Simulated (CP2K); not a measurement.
BN:

```
N B
1.0
     2.55394    0.00000    0.00000
    -1.27697    2.21178    0.00000
     0.00000    0.00000    4.22685
N B
2 2
Direct
  0.33333 0.66667 0.12528
  0.66667 0.33333 0.62528
  0.33333 0.66667 0.49972
  0.66667 0.33333 0.99972
```

Measurements of this composition are mostly on another form, of space group No. 194.

Program: CP2K 2026.2. Alike in all runs: task band structure; potentials or basis POTENTIAL_UZH N GTH-PBE-q5, B GTH-PBE-q3; TZVP-MOLOPT-PBE-GTH basis; no spin polarisation; cell as given; k mesh 12 × 12 × 6; smearing fermi-dirac 0.05 eV.

Problem. Order these runs on this cell by their pressure, lowest first.
A. level optB88-vdW; cutoff of the non-local correlation (Ry) 300
B. level WC
C. level vdW-DF2; cutoff of the non-local correlation (Ry) 300

Solution. B (-2.2 GPa), A (1.1 GPa), C (10.7 GPa).

Caveats: the potentials were made for another functional, which shifts forces and pressure; the basis of atomic orbitals isn't converged, which shifts pressures, moduli and gaps.

Runs at the PBE level aren't shown here.
